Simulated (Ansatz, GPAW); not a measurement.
# Ballistic transport through a B chain with an H atom bridging one bond, cheap and dear, part 2 of 2

Wanted: the zero-bias transmission of a B chain with an H atom bridging one bond on a ladder of levels, with run times.

GPAW 26.7.0 and Ansatz 0.2.0; Ansatz plane waves; Landauer transmission by layers, zero bias (the session's first sound run).

So far, transmission at the Fermi level (one spin): step 2 (plane-wave reference (PBE)) 1.91; step 3 (double-zeta polarised basis, PBE, GPAW) 1.91. Also open channels of the lead at the Fermi level (one spin): step 2 2.

## Step 4: GPAW, szp: basis = "szp(dzp)"

Level of this step: GPAW LCAO, PAW setups; Landauer transmission from Green's functions with principal layers (ASE), zero bias (GPAW).

The second zeta is dropped, the polarisation orbitals stay.

run.py reads:

```python
import json
import numpy as np
from ase import Atoms
from ase.transport.calculators import TransportCalculator
from gpaw import GPAW, FermiDirac
from gpaw.lcao.tools import get_lcao_hamiltonian
from scipy.linalg import eigh

# The junction with lead layers at both ends, along the third cell vector
device = Atoms(
    ['B', 'B', 'B', 'B', 'B', 'B', 'H', 'B', 'B', 'B', 'B', 'B', 'B'],
    positions=[
        [4.50000, 4.50000, 0.77500],
        [4.50000, 4.50000, 2.32500],
        [4.50000, 4.50000, 3.87500],
        [4.50000, 4.50000, 5.42500],
        [4.50000, 4.50000, 6.97500],
        [4.50000, 4.50000, 8.52500],
        [5.04772, 4.50000, 9.40000],
        [4.50000, 4.50000, 10.27500],
        [4.50000, 4.50000, 11.82500],
        [4.50000, 4.50000, 13.37500],
        [4.50000, 4.50000, 14.92500],
        [4.50000, 4.50000, 16.47500],
        [4.50000, 4.50000, 18.02500]],
    cell=[[9.0, 0.0, 0.0], [0.0, 9.0, 0.0], [0.0, 0.0, 18.8]],
    pbc=True)

# One principal layer of the lead: the first 4 atoms of the device
lead = Atoms(
    ['B', 'B', 'B', 'B'],
    positions=[
        [4.50000, 4.50000, 0.77500],
        [4.50000, 4.50000, 2.32500],
        [4.50000, 4.50000, 3.87500],
        [4.50000, 4.50000, 5.42500]],
    cell=[[9.0, 0.0, 0.0], [0.0, 9.0, 0.0], [0.0, 0.0, 6.2]],
    pbc=True)

settings = dict(mode='lcao', basis='szp(dzp)', xc='PBE', h=0.2,
                occupations=FermiDirac(0.1), maxiter=250,
                mixer=dict(beta=0.1, nmaxold=8, weight=100.0),
                convergence=dict(density=0.0001))
energies = np.arange(-2, 2 + 1e-9, 0.05)
eta = 0.0001
n1, n2 = 1, 1
# k and -k transmit alike, so half of the mesh across the current serves
mesh = [(i, j) for i in range(n1) for j in range(n2) if (i, j) <= (-i % n1, -j % n2)]
weights = np.array([1 if (i, j) == (-i % n1, -j % n2) else 2 for i, j in mesh]) / (n1 * n2)

# [... helper functions left out ...]
fermi_lead = ground_state(lead, (1, 1, 18), 'lead.txt')
fermi_device = ground_state(device, (1, 1, 4), 'device.txt')
# [... loop over the mesh left out, but for ...]
        # Shift the lead onto the potential of the device's first layer
        shift = ((H[:, 0, 0] - H0[:, 0, 0]) / S0[0, 0]).real.mean()
# [...]
kT = 8.617333e-5 * 300
bias = [0.1, 0.2, 0.5, 1.0, 1.5, 2.0]
# [... integrals and printing left out ...]
```

Command:

```
> OMP_NUM_THREADS=1 OPENBLAS_NUM_THREADS=2 python run.py
```

Output:

```text
basis functions: device 112, principal layer 36
Fermi level: lead -6.2058 eV, device -6.2368 eV; lead shifted by -0.0146 eV
largest coupling past the next layer 9.58e-05 eV, largest misfit of the first layer 0.062 eV
  E-E_F (eV)   T (one spin)  [channel counts left out]
    -2.000   -2.4238e-18
    -1.950   -1.6016e-18
    -1.900   -1.6818e-19
    -1.850    2.8747e-18
    -1.800    9.8596e-18
    -1.750    2.6395e-17
    -1.700    6.6418e-17
    -1.650    1.6602e-16
    -1.600    4.2355e-16
    -1.550    1.1251e-15
    -1.500    3.1765e-15
    -1.450    9.7939e-15
    -1.400    3.4450e-14
    -1.350    1.5058e-13
    -1.300    1.0233e-12
    -1.250    3.7092e-11
[...]
1.650    1.9851e+00
     1.700    1.9864e+00
     1.750    1.9877e+00
     1.800    1.9888e+00
     1.850    1.9898e+00
     1.900    1.9906e+00
     1.950    1.9914e+00
     2.000    1.9920e+00
conductance at 300 K: 1.8939 G0 a cell; thermopower -0.3191 uV/K
current from the zero-bias T(E) at 0.1 V: 14.673 uA
current from the zero-bias T(E) at 0.2 V: 29.338 uA
current from the zero-bias T(E) at 0.5 V: 73.185 uA
current from the zero-bias T(E) at 1.0 V: 144.33 uA
current from the zero-bias T(E) at 1.5 V: 204.59 uA
current from the zero-bias T(E) at 2.0 V: 244.37 uA
```

The job ended after 34 s (2 threads of Intel Xeon Platinum 8488C (Sapphire Rapids), shared host; peak memory 0.63 GiB).

Numbers from this step:

```yaml
conductance: 1.894 G₀
largest_coupling_past_the_next_principal_layer: 9.58e-5 eV
largest_misfit_of_the_first_principal_layer: 0.06152 eV
shift_that_aligns_the_lead: -0.01459 eV
basis_functions_of_the_junction: 112
basis_functions_of_a_principal_layer: 36
transmission_at_the_fermi_level_one_spin: 1.894
```

One spin. Table of transmission, zone mean by energy, zero at the Fermi level:

| energy (eV) | transmission, zone mean |
| --- | --- |
| -2.00 | 0 |
| -1.90 | 0 |
| -1.80 | 0 |
| -1.70 | 0 |
| -1.55 | 0 |
| -1.45 | 0 |
| -1.35 | 0 |
| -1.25 | 3.7e-11 |
| -1.15 | 1.2e-11 |
| -1.05 | 4.5e-11 |
| -0.90 | 3.8e-8 |
| -0.80 | 0.210 |
| -0.70 | 0.907 |
| -0.60 | 1.36 |
| -0.50 | 1.62 |
| -0.40 | 1.76 |
| -0.25 | 1.85 |
| -0.15 | 1.88 |
| -0.05 | 1.89 |
| 0.00 | 1.89 |
| 0.05 | 1.90 |
| 0.15 | 1.90 |
| 0.25 | 1.91 |
| 0.40 | 1.92 |
| 0.50 | 1.92 |
| 0.60 | 1.93 |
| 0.70 | 1.93 |
| 0.80 | 1.94 |
| 0.90 | 1.95 |
| 1.05 | 1.96 |
| 1.15 | 1.96 |
| 1.25 | 1.97 |
| 1.35 | 1.97 |
| 1.45 | 1.98 |
| 1.55 | 1.98 |
| 1.70 | 1.99 |
| 1.80 | 1.99 |
| 1.90 | 1.99 |
| 2.00 | 1.99 |

Not self-consistent under bias; the bias window is split evenly. The current through one cell, from the zero-bias transmission by bias:

| bias (V) | current through one cell, from the zero-bias transmission (μA) |
| --- | --- |
| 0.100 | 14.7 |
| 0.200 | 29.3 |
| 0.500 | 73.2 |
| 1.000 | 144 |
| 1.500 | 205 |
| 2.000 | 244 |

Table of transmission of the three most open eigenchannels by energy, zero at the Fermi level:

| energy (eV) | channel 1 | channel 2 | channel 3 |
| --- | --- | --- | --- |
| -2.00 | 0 | 0 | 0 |
| -1.90 | 0 | 0 | 0 |
| -1.80 | 0 | 0 | 0 |
| -1.70 | 0 | 0 | 0 |
| -1.55 | 0 | 0 | 0 |
| -1.45 | 0 | 0 | 0 |
| -1.35 | 0 | 0 | 0 |
| -1.25 | 3.7e-11 | 0 | 0 |
| -1.15 | 1.1e-11 | 0 | 0 |
| -1.05 | 2.4e-11 | 2.1e-11 | 0 |
| -0.90 | 3.7e-8 | 8.5e-10 | 0 |
| -0.80 | 0.151 | 0.0587 | 0 |
| -0.70 | 0.574 | 0.334 | 0 |
| -0.60 | 0.795 | 0.563 | 0 |
| -0.50 | 0.907 | 0.714 | 0 |
| -0.40 | 0.959 | 0.801 | 0 |
| -0.25 | 0.987 | 0.864 | 0 |
| -0.15 | 0.993 | 0.884 | 0 |
| -0.05 | 0.995 | 0.895 | 0 |
| 0.00 | 0.996 | 0.899 | 0 |
| 0.05 | 0.996 | 0.902 | 0 |
| 0.15 | 0.997 | 0.907 | 0 |
| 0.25 | 0.997 | 0.911 | 0 |
| 0.40 | 0.997 | 0.918 | 0 |
| 0.50 | 0.997 | 0.924 | 0 |
| 0.60 | 0.997 | 0.930 | 0 |
| 0.70 | 0.998 | 0.936 | 0 |
| 0.80 | 0.998 | 0.942 | 0 |
| 0.90 | 0.998 | 0.949 | 0 |
| 1.05 | 0.999 | 0.958 | 0 |
| 1.15 | 0.999 | 0.964 | 0 |
| 1.25 | 0.999 | 0.970 | 0 |
| 1.35 | 0.999 | 0.974 | 0 |
| 1.45 | 0.999 | 0.979 | 0 |
| 1.55 | 0.999 | 0.983 | 0 |
| 1.70 | 0.999 | 0.988 | 0 |
| 1.80 | 0.998 | 0.990 | 0 |
| 1.90 | 0.998 | 0.993 | 0 |
| 2.00 | 0.997 | 0.995 | 0 |

The conductance, 1.89 G₀, lies 1.0 % below that of the dzp run.

## Step 5: Minimal basis

The minimal basis is the cheapest rung: no second zeta and no polarisation.

Edit run.py of step 4 so:

```diff
@@ -39,3 +39,3 @@
 
-settings = dict(mode='lcao', basis='szp(dzp)', xc='PBE', h=0.2,
+settings = dict(mode='lcao', basis='sz(dzp)', xc='PBE', h=0.2,
                 occupations=FermiDirac(0.1), maxiter=250,
```

Output:

```text
basis functions: device 49, principal layer 16
Fermi level: lead -6.6755 eV, device -6.7828 eV; lead shifted by -0.0186 eV
largest coupling past the next layer 9.60e-05 eV, largest misfit of the first layer 0.075 eV
  E-E_F (eV)   T (one spin)  [channel counts left out]
    -2.000    2.5576e-18
    -1.950    4.9655e-18
    -1.900    9.8614e-18
[...]
1.950    1.9890e+00
     2.000    1.9893e+00
conductance at 300 K: 1.8616 G0 a cell; thermopower -0.3389 uV/K
current from the zero-bias T(E) at 0.1 V: 14.422 uA
current from the zero-bias T(E) at 0.2 V: 28.837 uA
current from the zero-bias T(E) at 0.5 V: 71.924 uA
current from the zero-bias T(E) at 1.0 V: 141.65 uA
current from the zero-bias T(E) at 1.5 V: 200.72 uA
current from the zero-bias T(E) at 2.0 V: 240.73 uA
```

Elapsed: 21 s, on 2 threads; peak memory 0.58 GiB.

This step gave:

- conductance: 1.862 G₀
- largest coupling past the next principal layer: 9.60e-5 eV
- largest misfit of the first principal layer: 0.07505 eV
- shift that aligns the lead: -0.01856 eV
- basis functions of the junction: 49
- basis functions of a principal layer: 16
- transmission at the Fermi level (one spin): 1.862

The conductance, 1.86 G₀, lies 2.7 % below that of the dzp run.

## Step 6: LDA in the dzp basis: xc = "LDA"

Back in the dzp basis, the functional changes from PBE to LDA, to set the spread between functionals beside that between bases.

Edit run.py of step 5 so:

```diff
@@ -39,3 +39,3 @@
 
-settings = dict(mode='lcao', basis='sz(dzp)', xc='PBE', h=0.2,
+settings = dict(mode='lcao', basis='dzp', xc='LDA', h=0.2,
                 occupations=FermiDirac(0.1), maxiter=250,
```

Output:

```text
basis functions: device 161, principal layer 52
Fermi level: lead -5.0891 eV, device -5.0485 eV; lead shifted by -0.0151 eV
largest coupling past the next layer 9.53e-05 eV, largest misfit of the first layer 0.052 eV
  E-E_F (eV)   T (one spin)  [channel counts left out]
    -2.000    2.1860e-12
    -1.950    2.1739e-12
    -1.900    2.1562e-12
[...]
1.950    1.9877e+00
     2.000    1.9885e+00
conductance at 300 K: 1.9191 G0 a cell; thermopower -0.2326 uV/K
current from the zero-bias T(E) at 0.1 V: 14.868 uA
current from the zero-bias T(E) at 0.2 V: 29.731 uA
current from the zero-bias T(E) at 0.5 V: 74.217 uA
current from the zero-bias T(E) at 1.0 V: 147.25 uA
current from the zero-bias T(E) at 1.5 V: 214.94 uA
current from the zero-bias T(E) at 2.0 V: 263.53 uA
```

It took 30 s on 2 threads; peak memory 0.63 GiB.

This step gave:

```
conductance                                    : 1.919 G₀
largest coupling past the next principal layer : 9.53e-5 eV
largest misfit of the first principal layer    : 0.05233 eV
shift that aligns the lead                     : -0.01508 eV
basis functions of the junction                : 161
basis functions of a principal layer           : 52
transmission at the Fermi level (one spin)     : 1.919
```

One spin. The transmission, zone mean by energy, zero at the Fermi level:

| energy (eV) | transmission, zone mean |
| --- | --- |
| -2.00 | 2.2e-12 |
| -1.90 | 2.2e-12 |
| -1.80 | 2.1e-12 |
| -1.70 | 2.1e-12 |
| -1.55 | 2.0e-12 |
| -1.45 | 2.6e-12 |
| -1.35 | 5.8e-11 |
| -1.25 | 6.9e-11 |
| -1.15 | 2.9e-10 |
| -1.05 | 1.3e-7 |
| -0.90 | 0.445 |
| -0.80 | 1.06 |
| -0.70 | 1.42 |
| -0.60 | 1.64 |
| -0.50 | 1.77 |
| -0.40 | 1.84 |
| -0.25 | 1.89 |
| -0.15 | 1.91 |
| -0.05 | 1.92 |
| 0.00 | 1.92 |
| 0.05 | 1.92 |
| 0.15 | 1.93 |
| 0.25 | 1.93 |
| 0.40 | 1.93 |
| 0.50 | 1.94 |
| 0.60 | 1.94 |
| 0.70 | 1.94 |
| 0.80 | 1.95 |
| 0.90 | 1.95 |
| 1.05 | 1.96 |
| 1.15 | 1.96 |
| 1.25 | 1.97 |
| 1.35 | 1.97 |
| 1.45 | 1.98 |
| 1.55 | 1.98 |
| 1.70 | 1.98 |
| 1.80 | 1.99 |
| 1.90 | 1.99 |
| 2.00 | 1.99 |

The conductance, 1.92 G₀, lies 0.3 % above that of the dzp run.

## Step 7: Cost and result by level

Times are for 2 threads of Intel Xeon Platinum 8488C (Sapphire Rapids), shared host. The series side by side:

| no. | run | conductance (G₀) | time | memory (GiB) |
| --- | --- | --- | --- | --- |
| 1 | dzp | 1.913 | 40 s | 0.64 |
| 2 | szp | 1.894 | 34 s | 0.63 |
| 3 | sz | 1.862 | 21 s | 0.58 |
| 4 | dzp LDA | 1.919 | 30 s | 0.63 |

## Step 8: The levels side by side

The curves are compared point by point over the common energies.

This step: comparison of transmission and cost over codes and levels (GPAW 26.7.0).

Ladder, by row:

| step | code | T at the Fermi level (sum over the listed spins) | conductance (G0) | r.m.s. T(E) from the first | wall time (s) | peak memory (GiB) | threads |
| --- | --- | --- | --- | --- | --- | --- | --- |
| pw-pbe | Ansatz | 1.913 | - | 0 | 24.88 | 1.046 | 2 |
| dzp | GPAW | 1.913 | 1.913 | 0.02367 | 40.44 | 0.64 | 2 |
| szp | GPAW | 1.894 | 1.894 | 0.1974 | 33.64 | 0.63 | 2 |
| sz | GPAW | 1.862 | 1.862 | 0.1967 | 21.24 | 0.58 | 2 |
| dzp-LDA | GPAW | 1.919 | 1.919 | 0.02681 | 30.2 | 0.63 | 2 |

The transmission, zone mean, sum over the listed spins by energy, zero at the Fermi level:

| energy (eV) | pw-pbe | dzp | szp | sz | dzp-LDA |
| --- | --- | --- | --- | --- | --- |
| -2.0000 | 0 | 2.1e-12 | 0 | 0 | 2.2e-12 |
| -1.7500 | 0 | 2.0e-12 | 0 | 0 | 2.1e-12 |
| -1.5000 | 0 | 2.1e-12 | 0 | 0 | 2.1e-12 |
| -1.2500 | 0 | 5.1e-11 | 3.7e-11 | 1.6e-11 | 6.9e-11 |
| -1.0000 | 0 | 5.9e-8 | 3.1e-10 | 1.3e-9 | 5.1e-8 |
| -0.7500 | 1.31 | 1.27 | 0.597 | 0.626 | 1.26 |
| -0.5000 | 1.78 | 1.76 | 1.62 | 1.56 | 1.77 |
| -0.2500 | 1.89 | 1.88 | 1.85 | 1.82 | 1.89 |
| 0.0000 | 1.91 | 1.91 | 1.89 | 1.86 | 1.92 |
| 0.2500 | 1.92 | 1.92 | 1.91 | 1.88 | 1.93 |
| 0.5000 | 1.93 | 1.93 | 1.92 | 1.89 | 1.94 |
| 0.7500 | 1.94 | 1.94 | 1.94 | 1.92 | 1.95 |
| 1.0000 | 1.95 | 1.95 | 1.95 | 1.94 | 1.96 |
| 1.2500 | 1.96 | 1.96 | 1.97 | 1.96 | 1.97 |
| 1.5000 | 1.97 | 1.97 | 1.98 | 1.98 | 1.98 |
| 1.7500 | 1.98 | 1.98 | 1.99 | 1.99 | 1.98 |
| 2.0000 | 1.98 | 1.99 | 1.99 | 1.99 | 1.99 |

## Step 9: Smearing 0.2: width = 0.2

Smearing helps the SCF of a metal converge, but it blurs occupations at band edges near the Fermi level.

This step: GPAW LCAO, PAW setups; Landauer transmission from Green's functions with principal layers (ASE), zero bias (GPAW 26.7.0).

Edit run.py of step 6 so:

```diff
@@ -39,4 +39,4 @@
 
-settings = dict(mode='lcao', basis='dzp', xc='LDA', h=0.2,
-                occupations=FermiDirac(0.1), maxiter=250,
+settings = dict(mode='lcao', basis='dzp', xc='PBE', h=0.2,
+                occupations=FermiDirac(0.2), maxiter=250,
                 mixer=dict(beta=0.1, nmaxold=8, weight=100.0),
```

Output:

```text
basis functions: device 161, principal layer 52
Fermi level: lead -4.8546 eV, device -4.8216 eV; lead shifted by -0.0061 eV
largest coupling past the next layer 9.55e-05 eV, largest misfit of the first layer 0.058 eV
  E-E_F (eV)   T (one spin)  [channel counts left out]
    -2.000    2.1452e-12
    -1.950    2.1230e-12
    -1.900    2.0980e-12
    -1.850    2.0713e-12
    -1.800    2.0437e-12
    -1.750    2.0162e-12
    -1.700    1.9905e-12
    -1.650    1.9706e-12
    -1.600    1.9677e-12
    -1.550    2.0208e-12
    -1.500    2.2951e-12
    -1.450    3.7787e-12
    -1.400    1.8891e-11
    -1.350    1.1108e-08
    -1.300    7.8780e-11
    -1.250    6.5065e-11
[...]
1.650    1.9788e+00
     1.700    1.9800e+00
     1.750    1.9812e+00
     1.800    1.9823e+00
     1.850    1.9834e+00
     1.900    1.9843e+00
     1.950    1.9852e+00
     2.000    1.9860e+00
conductance at 300 K: 1.9064 G0 a cell; thermopower -0.3492 uV/K
current from the zero-bias T(E) at 0.1 V: 14.77 uA
current from the zero-bias T(E) at 0.2 V: 29.534 uA
current from the zero-bias T(E) at 0.5 V: 73.733 uA
current from the zero-bias T(E) at 1.0 V: 146.49 uA
current from the zero-bias T(E) at 1.5 V: 215.34 uA
current from the zero-bias T(E) at 2.0 V: 268.05 uA
```

It took 36 s on 2 threads; peak memory 0.64 GiB.

This step gave:

```
conductance                                    : 1.906 G₀
largest coupling past the next principal layer : 9.55e-5 eV
largest misfit of the first principal layer    : 0.05778 eV
shift that aligns the lead                     : -0.006061 eV
transmission at the Fermi level (one spin)     : 1.907
```

One spin. Transmission, zone mean against energy, zero at the Fermi level:

| energy (eV) | transmission, zone mean |
| --- | --- |
| -2.00 | 2.1e-12 |
| -1.85 | 2.1e-12 |
| -1.70 | 2.0e-12 |
| -1.60 | 2.0e-12 |
| -1.45 | 3.8e-12 |
| -1.30 | 7.9e-11 |
| -1.15 | 8.0e-10 |
| -1.05 | 5.8e-8 |
| -0.90 | 0.735 |
| -0.75 | 1.40 |
| -0.60 | 1.68 |
| -0.50 | 1.77 |
| -0.35 | 1.84 |
| -0.20 | 1.88 |
| -0.05 | 1.90 |
| 0.00 | 1.91 |
| 0.05 | 1.91 |
| 0.20 | 1.92 |
| 0.35 | 1.93 |
| 0.50 | 1.93 |
| 0.60 | 1.94 |
| 0.75 | 1.95 |
| 0.90 | 1.95 |
| 1.05 | 1.96 |
| 1.15 | 1.96 |
| 1.30 | 1.97 |
| 1.45 | 1.97 |
| 1.60 | 1.98 |
| 1.70 | 1.98 |
| 1.85 | 1.98 |
| 2.00 | 1.99 |

Not self-consistent under bias; the bias window is split evenly. Table of current through one cell, from the zero-bias transmission by bias:

| bias (V) | current through one cell, from the zero-bias transmission (μA) |
| --- | --- |
| 0.100 | 14.8 |
| 0.200 | 29.5 |
| 0.500 | 73.7 |
| 1.000 | 146 |
| 1.500 | 215 |
| 2.000 | 268 |

The transmission of the three most open eigenchannels by energy, zero at the Fermi level:

| energy (eV) | channel 1 | channel 2 | channel 3 |
| --- | --- | --- | --- |
| -2.00 | 2.2e-12 | 0 | 0 |
| -1.90 | 2.1e-12 | 0 | 0 |
| -1.80 | 2.0e-12 | 0 | 0 |
| -1.70 | 2.0e-12 | 0 | 0 |
| -1.55 | 1.9e-12 | 0 | 0 |
| -1.45 | 1.9e-12 | 1.9e-12 | 0 |
| -1.35 | 1.1e-8 | 1.8e-12 | 0 |
| -1.25 | 5.2e-11 | 1.1e-11 | 1.7e-12 |
| -1.15 | 6.6e-10 | 1.4e-10 | 1.6e-12 |
| -1.05 | 5.6e-8 | 1.7e-9 | 1.6e-12 |
| -0.90 | 0.488 | 0.247 | 1.5e-12 |
| -0.80 | 0.763 | 0.486 | 1.4e-12 |
| -0.70 | 0.881 | 0.639 | 1.4e-12 |
| -0.60 | 0.939 | 0.737 | 1.3e-12 |
| -0.50 | 0.968 | 0.800 | 1.3e-12 |
| -0.40 | 0.983 | 0.841 | 1.2e-12 |
| -0.25 | 0.993 | 0.878 | 1.1e-12 |
| -0.15 | 0.996 | 0.894 | 1.1e-12 |
| -0.05 | 0.997 | 0.905 | 1.0e-12 |
| 0.00 | 0.998 | 0.909 | 1.0e-12 |
| 0.05 | 0.998 | 0.913 | 1.0e-12 |
| 0.15 | 0.998 | 0.919 | 0 |
| 0.25 | 0.999 | 0.925 | 0 |
| 0.40 | 0.999 | 0.931 | 0 |
| 0.50 | 0.999 | 0.936 | 0 |
| 0.60 | 0.999 | 0.940 | 0 |
| 0.70 | 0.999 | 0.944 | 0 |
| 0.80 | 0.999 | 0.948 | 0 |
| 0.90 | 0.999 | 0.953 | 0 |
| 1.05 | 0.999 | 0.959 | 0 |
| 1.15 | 0.999 | 0.963 | 0 |
| 1.25 | 0.999 | 0.967 | 0 |
| 1.35 | 0.999 | 0.971 | 0 |
| 1.45 | 0.999 | 0.974 | 0 |
| 1.55 | 0.999 | 0.977 | 0 |
| 1.70 | 0.998 | 0.982 | 0 |
| 1.80 | 0.998 | 0.984 | 0 |
| 1.90 | 0.997 | 0.987 | 0 |
| 2.00 | 0.997 | 0.989 | 0 |

The conductance, 1.91 G₀, lies 0.3 % below that of the dzp run.

## Step 10: Another change of settings

A last run, with other settings again.

Edit run.py of step 9 so:

```diff
@@ -40,3 +40,3 @@
 settings = dict(mode='lcao', basis='dzp', xc='PBE', h=0.2,
-                occupations=FermiDirac(0.2), maxiter=250,
+                occupations=FermiDirac(1.0), maxiter=75,
                 mixer=dict(beta=0.1, nmaxold=8, weight=100.0),
```

Output:

```text
basis functions: device 161, principal layer 52
Fermi level: lead -4.6714 eV, device -4.6129 eV; lead shifted by -0.0102 eV
largest coupling past the next layer 9.56e-05 eV, largest misfit of the first layer 0.032 eV
  E-E_F (eV)   T (one spin)  [channel counts left out]
    -2.000    2.0832e-12
    -1.950    2.0575e-12
    -1.900    2.0396e-12
    -1.850    2.0468e-12
    -1.800    2.1489e-12
    -1.750    2.7468e-12
    -1.700    8.7365e-12
    -1.650    2.3890e-09
    -1.600    2.5714e-11
    -1.550    1.8585e-11
    -1.500    2.7786e-11
    -1.450    8.0401e-11
    -1.400    5.8126e-10
    -1.350    6.1205e-08
    -1.300    2.2911e-08
    -1.250    4.2990e-08
[...]
1.650    1.9852e+00
     1.700    1.9859e+00
     1.750    1.9866e+00
     1.800    1.9871e+00
     1.850    1.9877e+00
     1.900    1.9881e+00
     1.950    1.9886e+00
     2.000    1.9889e+00
conductance at 300 K: 1.8972 G0 a cell; thermopower -0.5482 uV/K
current from the zero-bias T(E) at 0.1 V: 14.698 uA
current from the zero-bias T(E) at 0.2 V: 29.392 uA
current from the zero-bias T(E) at 0.5 V: 73.389 uA
current from the zero-bias T(E) at 1.0 V: 146.07 uA
current from the zero-bias T(E) at 1.5 V: 216.9 uA
current from the zero-bias T(E) at 2.0 V: 283 uA
```

Run time: 35 s. Hardware: 2 threads; peak memory 0.64 GiB.

The run finished. A setting was moved off its sound value on purpose, so it serves as a test and not as the result.

The fault put into the input: a smearing of electronvolts (width = 1.0).

The two runs compared:

| quantity | this run | sound run | difference |
| --- | --- | --- | --- |
| conductance (G₀) | 1.8972 | 1.9126 | -0.0155 |
| largest coupling past the next principal layer (eV) | 9.561e-5 | 9.547e-5 | 1.4e-7 |
| largest misfit of the first principal layer (eV) | 0.032259 | 0.052822 | -0.0206 |
| shift that aligns the lead (eV) | -0.010201 | -0.015275 | 0.00507 |
| transmission at the Fermi level (one spin) | 1.8975 | 1.9130 | -0.0155 |

## Step 11: Summary of results

```json
{
 "conductance": "1.91 G₀",
 "transmission at the Fermi level, mean of the spins": "1.91",
 "thermopower": "about 0 (under 1.5 μV/K)"
}
```

In words: In the dzp basis the junction conducts 1.91 G₀ at 300 K, with T = 1.91 a spin at the Fermi level; the sz basis reaches that conductance within 10 %. Plane waves (PBE) give T = 1.91 there. At the Fermi level two eigenchannels carry the current (1.00 and 0.91). Measured against the first run (pw-pbe), the nearest curve is that of dzp (r.m.s. 0.024) and the farthest that of szp (0.20). Over the compared runs wall time goes from 21 s (sz) to 40 s (dzp), on a shared host. The geometry was built from estimated bond lengths and not relaxed, so the numbers describe this model structure. The run had no spin polarisation, so a magnetic state, which chains and small molecules with open shells often have, wasn't tested. An evenly spaced straight chain is an idealisation: free chains tend to dimerise, zigzag or, where a band edge lies near the Fermi level, turn magnetic. The currents use the zero-bias T(E) throughout, which holds only while the bias is small against the distance to the nearest feature. The energy step is wider than the thermal energy, so the conductance and thermopower rest on interpolation of T(E).

[Logs are printed without paths, hosts, clocks, repeated set-up lines and the standing remarks that a program may print on its own settings, such as how far it seeks lower states.]

[Hosts, paths, dates, database ids (printed as entryN), source tags and the programs' standing remarks are cut or masked in the printed files.]
